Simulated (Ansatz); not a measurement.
W:

```
W
1.0
    -1.58234    1.58234    1.58234
     1.58234   -1.58234    1.58234
     1.58234    1.58234   -1.58234
W
1
Direct
  0.00000 0.00000 0.00000
```

| Quantity | Value |
| --- | --- |
| Program | Ansatz 0.2.0 |
| Task | relaxation of cell and atoms |
| Functional | B3LYP |
| Potentials or basis | Ansatz PAW |
| Cutoff | 420 eV (not typed: the program's choice for these potentials) |
| k mesh | 6 × 6 × 6 |
| Occupations | fermi-dirac, width 0.05 eV |
| Spin | no spin polarisation |

At the start: volume 15.85 Å³/atom.

Question: Where does the relaxation end?

Answer: It ends after 4 steps and the volume is 16.18 Å³/atom (+2.1 %); space group Im-3m (No. 229, to 0.05 Å).

The path:
```
step  energy change (eV)  largest force (eV/Å)  volume (Å³)
   1              0.0000                0.0000        15.85
   2             -0.0066                0.0000        16.21
   3             -0.0067                0.0000        16.18
   4             -0.0068                0.0000        16.18
```

Final structure:
```yaml
crystal:
  lattice:
    - [-1.59338, 1.59338, 1.59338]
    - [1.59338, -1.59338, 1.59338]
    - [1.59338, 1.59338, -1.59338]
  atoms:
    - { symbol: W, position: [0.00000, 0.00000, 0.00000] }
```

Caveat: the k mesh is coarse (spacing up to 0.47 Å⁻¹), so the values aren't converged, least of all with exact exchange; the plane-wave basis is chosen anew once the cell has moved, so the energies of steps on either side of that aren't comparable; the PAW data sets come from PBE, with cores solved anew for the run's functional, which leaves a small shift of forces and pressure.
